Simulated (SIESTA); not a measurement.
Crystal: HgTe (Coloradoite).

```
CELL_PARAMETERS angstrom
0.00000 3.21450 3.21450
3.21450 0.00000 3.21450
3.21450 3.21450 0.00000
ATOMIC_POSITIONS crystal
Hg 0.00000 0.00000 0.00000
Te 0.75000 0.75000 0.75000
```

Base run:

- Program: SIESTA 5.4.2
- Functional: PBEsol
- Potentials or basis: PseudoDojo 0.4 standard (PBEsol files)
- Basis: DZP (energy shift 0.003 Ry; two zetas on semicore shells)
- Grid cutoff: 800 Ry
- Energy shift: 0.003 Ry
- k mesh: 7 × 7 × 7
- Occupations: fermi-dirac, width 0.05 eV
- Spin: no spin polarisation

Its results: band gap on the k mesh none (metal or under the smearing width); pressure 2.5 GPa.

Task: The run is repeated on the same cell with these changes: functional from PBEsol to PBE; potentials or basis from PseudoDojo 0.4 standard (PBEsol files) to PseudoDojo 0.4 standard (PBE files). What comes out?

Result: Band gap on the k mesh none (metal or under the smearing width); pressure 5.3 GPa.

Caveats: short orbitals over semicore shells can move pressures by several GPa; the valence orbitals were made in a potential fitted to the semicore shell under them, which widens gaps by tenths of an eV or more; spin-orbit coupling is left out, which moves the levels of the heavy elements; the basis of atomic orbitals isn't converged, which shifts pressures, moduli and gaps.
